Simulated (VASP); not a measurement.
Set up this calculation in VASP 6.6.1, as the native input.

| Property | Result |
| --- | --- |
| Task | relaxation of cell and atoms |
| Functional | PBEsol |
| Potentials or basis | VASP PAW PBE potentials, release 64 (Hf_pv, O) |
| Cutoff | 600 eV |
| k mesh | 6 × 6 × 6 |
| Occupations | gaussian, width 0.03 eV |
| Spin | no spin polarisation |
| Further INCAR settings | ALGO = Normal; EDIFF = 1e-06; IBRION = 2; EDIFFG = -0.01; NSW = 90; ISIF = 3 |

The structure of HfO2 lies in POSCAR:

```
HfO2
1.0
    5.1180000000      0.0000000000      0.0000000000
    0.0000000000      5.1857000000      0.0000000000
   -0.8586630598      0.0000000000      5.2138671406
Hf O
4 8
Direct
    0.2755000000      0.0397000000      0.2080000000
    0.7245000000      0.5397000000      0.2920000000
    0.7245000000      0.9603000000      0.7920000000
    0.2755000000      0.4603000000      0.7080000000
    0.4487000000      0.7581000000      0.4801000000
    0.5513000000      0.2581000000      0.0199000000
    0.5513000000      0.2419000000      0.5199000000
    0.4487000000      0.7419000000      0.9801000000
    0.0742000000      0.3316000000      0.3467000000
    0.9258000000      0.8316000000      0.1533000000
    0.9258000000      0.6684000000      0.6533000000
    0.0742000000      0.1684000000      0.8467000000
```

One way to write it, as run:

INCAR

```
ALGO = Normal ; EDIFF = 1E-6
EDIFFG = -0.01 ; ENCUT = 600
GGA = PS ; IBRION = 2
ISIF = 3 ; ISMEAR = 0
KPAR = 8 ; LASPH = True
LCHARG = False ; LREAL = False
LWAVE = False ; NELM = 80
NSW = 90 ; PREC = Accurate
SIGMA = 0.03
```

KPOINTS

```
k-points
0
Gamma
  6 6 6
```

Potentials or basis: VASP PAW PBE potentials, release 64 (Hf_pv, O).

Run with:

```sh
$ cat potpaw_PBE.64/Hf_pv/POTCAR potpaw_PBE.64/O/POTCAR > POTCAR
$ mpirun -np 8 vasp_std > vasp.out
```

It gave:

The relaxed volume is 11.27 Å³/atom, the relaxed cell is a = 5.075 Å, b = 5.156 Å, c = 5.243 Å, α = 90.00°, β = 99.63°, γ = 90.00° and the space group after relaxing (to 0.05 Å) is P2_1/c (No. 14). The energy gained by relaxing is 6.3 meV/atom, the ionic steps are 32 and the pressure after relaxing is 0.0 GPa. The largest force after relaxing is 0.005 eV/Å and the band gap on the k mesh is 3.96 eV, indirect (least direct gap 4.06 eV).

Caveat: the PAW data sets were made with another functional, which shifts forces and pressure a little; spin-orbit coupling is left out, which moves the levels of the heavy elements.

Wall time 22 min on 8 MPI ranks on Intel(R) Xeon(R) 6975P-C (Granite Rapids), with other jobs on the host, peak memory 0.66 GiB a rank.
